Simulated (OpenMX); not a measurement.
# CdTe (F-43m) in OpenMX: further runs, part 2 of 2

OpenMX 3.8.5.

## (3) Single point, PBE, 32.92 Å³/atom

The input, CdTe.dat:

```
System.CurrrentDirectory             ./
System.Name                          CdTe
DATA.PATH                            ./DFT_DATA13
level.of.stdout                      1
level.of.fileout                     0
Species.Number                       2
<Definition.of.Atomic.Species
  Te  Te7.0-s3p2d2           Te_PBE13
  Cd  Cd7.0-s3p2d1           Cd_PBE13
Definition.of.Atomic.Species>

Atoms.Number                         2
Atoms.SpeciesAndCoordinates.Unit     FRAC
<Atoms.SpeciesAndCoordinates
    1  Te    0.7500000000    0.7500000000    0.7500000000   8.000  8.000
    2  Cd    0.0000000000    0.0000000000    0.0000000000   6.000  6.000
Atoms.SpeciesAndCoordinates>

Atoms.UnitVectors.Unit               Ang
<Atoms.UnitVectors
     0.0000000000    3.2050000000    3.2050000000
     3.2050000000    0.0000000000    3.2050000000
     3.2050000000    3.2050000000    0.0000000000
Atoms.UnitVectors>

scf.XcType                           GGA-PBE
scf.SpinPolarization                 off
scf.ElectronicTemperature            580.226
scf.energycutoff                     500.0
scf.maxIter                          100
scf.EigenvalueSolver                 band
scf.Kgrid                            7 7 7
scf.Mixing.Type                      rmm-diisk
scf.Init.Mixing.Weight               0.05
scf.Min.Mixing.Weight                0.001
scf.Max.Mixing.Weight                0.3
scf.Mixing.History                   25
scf.Mixing.StartPulay                8
scf.criterion                        1.0e-8
MD.Type                              nomd
```

Potentials or basis: OpenMX 2013 PBE set, Te7.0-s3p2d2, Cd7.0-s3p2d1, fixed grid of 50 × 50 × 50 points.

Command:

```bash
$ openmx CdTe.dat -nt 1 > CdTe.std
```

It took 65 s on 1 thread of Arm Neoverse N1, shared host; peak memory 0.76 GiB.

Results (log left out):

| Quantity | Value |
| --- | --- |
| Free energy | -4140.5847 eV |
| Band gap on the k mesh | 1.18 eV, direct |
| Mulliken charges | Te -0.41; Cd +0.41 e |

Caveat: the basis has few d functions beyond the semicore shells, which can make volumes several per cent too large; Mulliken charges move with the basis; spin-orbit coupling is left out, which moves the levels of the heavy elements; the basis of atomic orbitals isn't converged, which shifts pressures, moduli and gaps.

## (4) Single point, PBE, 32.26 Å³/atom (volume scaled by 0.98)

Changes to CdTe.dat since step 3:

```diff
@@ -20,5 +20,5 @@
 <Atoms.UnitVectors
-     0.0000000000    3.2050000000    3.2050000000
-     3.2050000000    0.0000000000    3.2050000000
-     3.2050000000    3.2050000000    0.0000000000
+     0.0000000000    3.1834892848    3.1834892848
+     3.1834892848    0.0000000000    3.1834892848
+     3.1834892848    3.1834892848    0.0000000000
 Atoms.UnitVectors>
@@ -28,3 +28,2 @@
 scf.ElectronicTemperature            580.226
-scf.energycutoff                     500.0
 scf.maxIter                          100
@@ -40 +39,3 @@
 MD.Type                              nomd
+scf.Ngrid                            50 50 50
+scf.energycutoff                     500.0
```

Command:

```bash
$ openmx CdTe.dat -nt 1 > CdTe.std
```

Wall time 64 s (1 thread of Arm Neoverse N1, shared host); peak memory 0.77 GiB.

The run converged. Its results:

| Item | Value |
| --- | --- |
| Free energy | -4140.5341 eV |
| Band gap on the k mesh | 1.27 eV, direct |
| Mulliken charges | Te -0.40; Cd +0.40 e |

Caveat: the basis has few d functions beyond the semicore shells, which can make volumes several per cent too large; Mulliken charges move with the basis; spin-orbit coupling is left out, which moves the levels of the heavy elements; the basis of atomic orbitals isn't converged, which shifts pressures, moduli and gaps.

## (5) Single point, PBE, 33.58 Å³/atom (volume scaled by 1.02)

Changes to CdTe.dat since step 4:

```diff
@@ -20,5 +20,5 @@
 <Atoms.UnitVectors
-     0.0000000000    3.1834892848    3.1834892848
-     3.1834892848    0.0000000000    3.1834892848
-     3.1834892848    3.1834892848    0.0000000000
+     0.0000000000    3.2262257841    3.2262257841
+     3.2262257841    0.0000000000    3.2262257841
+     3.2262257841    3.2262257841    0.0000000000
 Atoms.UnitVectors>
```

Command:

```bash
$ openmx CdTe.dat -nt 1 > CdTe.std
```

It took 62 s on 1 thread of Arm Neoverse N1, shared host; peak memory 0.75 GiB.

It converged, with:

| Quantity | Value |
| --- | --- |
| Free energy | -4140.6264 eV |
| Band gap on the k mesh | 1.10 eV, direct |
| Mulliken charges | Te -0.42; Cd +0.42 e |

Caveat: the basis has few d functions beyond the semicore shells, which can make volumes several per cent too large; Mulliken charges move with the basis; spin-orbit coupling is left out, which moves the levels of the heavy elements; the basis of atomic orbitals isn't converged, which shifts pressures, moduli and gaps.

## (6) Single point, PBE, 31.60 Å³/atom (volume scaled by 0.96)

Changes to CdTe.dat since step 5:

```diff
@@ -20,5 +20,5 @@
 <Atoms.UnitVectors
-     0.0000000000    3.2262257841    3.2262257841
-     3.2262257841    0.0000000000    3.2262257841
-     3.2262257841    3.2262257841    0.0000000000
+     0.0000000000    3.1616838793    3.1616838793
+     3.1616838793    0.0000000000    3.1616838793
+     3.1616838793    3.1616838793    0.0000000000
 Atoms.UnitVectors>
```

Potentials or basis: OpenMX 2013 PBE set, Te7.0-s3p2d2, Cd7.0-s3p2d1, fixed grid of 50 × 50 × 50 points.

Command:

```bash
$ openmx CdTe.dat -nt 1 > CdTe.std
```

Wall time 66 s (1 thread of Arm Neoverse N1, shared host); peak memory 0.78 GiB.

The run converged. Its results:

```yaml
Free_energy: -4140.4728 eV
Band_gap_on_the_k_mesh: 1.35 eV, direct
Mulliken_charges: Te -0.40; Cd +0.40 e
```

Caveat: the basis has few d functions beyond the semicore shells, which can make volumes several per cent too large; Mulliken charges move with the basis; spin-orbit coupling is left out, which moves the levels of the heavy elements; the basis of atomic orbitals isn't converged, which shifts pressures, moduli and gaps.

## (7) Single point, PBE, 34.24 Å³/atom (volume scaled by 1.04)

Changes to CdTe.dat since step 6:

```diff
@@ -20,5 +20,5 @@
 <Atoms.UnitVectors
-     0.0000000000    3.1616838793    3.1616838793
-     3.1616838793    0.0000000000    3.1616838793
-     3.1616838793    3.1616838793    0.0000000000
+     0.0000000000    3.2471758892    3.2471758892
+     3.2471758892    0.0000000000    3.2471758892
+     3.2471758892    3.2471758892    0.0000000000
 Atoms.UnitVectors>
```

Command:

```bash
$ openmx CdTe.dat -nt 1 > CdTe.std
```

Run time: 60 s. Hardware: 1 thread of Arm Neoverse N1, shared host; peak memory 0.74 GiB.

Results (log left out):

```
Free energy            : -4140.6598 eV
Band gap on the k mesh : 1.03 eV, direct
Mulliken charges       : Te -0.42; Cd +0.42 e
```

Caveat: the basis has few d functions beyond the semicore shells, which can make volumes several per cent too large; Mulliken charges move with the basis; spin-orbit coupling is left out, which moves the levels of the heavy elements; the basis of atomic orbitals isn't converged, which shifts pressures, moduli and gaps.

## (8) Single point, PBE, 30.95 Å³/atom (volume scaled by 0.94)

Changes to CdTe.dat since step 7:

```diff
@@ -20,5 +20,5 @@
 <Atoms.UnitVectors
-     0.0000000000    3.2471758892    3.2471758892
-     3.2471758892    0.0000000000    3.2471758892
-     3.2471758892    3.2471758892    0.0000000000
+     0.0000000000    3.1395734784    3.1395734784
+     3.1395734784    0.0000000000    3.1395734784
+     3.1395734784    3.1395734784    0.0000000000
 Atoms.UnitVectors>
```

Command:

```bash
$ openmx CdTe.dat -nt 1 > CdTe.std
```

Wall time 66 s (1 thread of Arm Neoverse N1, shared host); peak memory 0.85 GiB.

The run converged. Its results:

| Item | Value |
| --- | --- |
| Free energy | -4140.3997 eV |
| Band gap on the k mesh | 1.45 eV, direct |
| Mulliken charges | Te -0.39; Cd +0.39 e |

Caveat: the basis has few d functions beyond the semicore shells, which can make volumes several per cent too large; Mulliken charges move with the basis; spin-orbit coupling is left out, which moves the levels of the heavy elements; the basis of atomic orbitals isn't converged, which shifts pressures, moduli and gaps.

## (9) Single point, PBE, 34.90 Å³/atom (volume scaled by 1.06)

Changes to CdTe.dat since step 8:

```diff
@@ -20,5 +20,5 @@
 <Atoms.UnitVectors
-     0.0000000000    3.1395734784    3.1395734784
-     3.1395734784    0.0000000000    3.1395734784
-     3.1395734784    3.1395734784    0.0000000000
+     0.0000000000    3.2678590959    3.2678590959
+     3.2678590959    0.0000000000    3.2678590959
+     3.2678590959    3.2678590959    0.0000000000
 Atoms.UnitVectors>
```

Potentials or basis: OpenMX 2013 PBE set, Te7.0-s3p2d2, Cd7.0-s3p2d1, fixed grid of 50 × 50 × 50 points.

Command:

```bash
$ openmx CdTe.dat -nt 1 > CdTe.std
```

Wall time 58 s (1 thread of Arm Neoverse N1, shared host); peak memory 0.74 GiB.

The run converged. Its results:

```
Free energy            : -4140.6851 eV
Band gap on the k mesh : 0.95 eV, direct
Mulliken charges       : Te -0.43; Cd +0.43 e
```

Caveat: the basis has few d functions beyond the semicore shells, which can make volumes several per cent too large; Mulliken charges move with the basis; spin-orbit coupling is left out, which moves the levels of the heavy elements; the basis of atomic orbitals isn't converged, which shifts pressures, moduli and gaps.

## (10) Equation of state, PBE

This step only gathers the single runs of the series.

It converged, with:

| Property | Result |
| --- | --- |
| Equilibrium volume | 37.55 Å³/atom (rough: see the caveat) |
| Bulk modulus | 30 GPa (rough) |

Energy against volume, from the lowest point:
| volume (Å³/atom) | energy (meV/atom) |
| --- | --- |
| 30.947 | 142.71 |
| 31.605 | 106.12 |
| 32.263 | 75.49 |
| 32.922 | 50.20 |
| 33.580 | 29.32 |
| 34.239 | 12.64 |
| 34.897 | 0.00 |

Caveat: the basis has few d functions beyond the semicore shells, which can make volumes several per cent too large; the minimum lies outside the volumes run; volumes in these bases differ from converged ones by about 1 %, for some elements by several; the basis of atomic orbitals isn't converged, which shifts pressures, moduli and gaps.

## (11) Against experiment

Step 2. Measured gap of CdTe: 1.607 eV (0 K; a printed reference work, data compilation). This calculation gives 1.18 eV (-0.42 eV). Spin-orbit coupling on Cd, Te is left out. The value is that of PBE in an atomic basis (OpenMX 2013 PBE set, Te7.0-s3p2d2, Cd7.0-s3p2d1, grid cutoff 500 Ry), whose error adds to the functional's,, without temperature or zero-point motion. Semilocal functionals fall short of measured gaps as a rule.
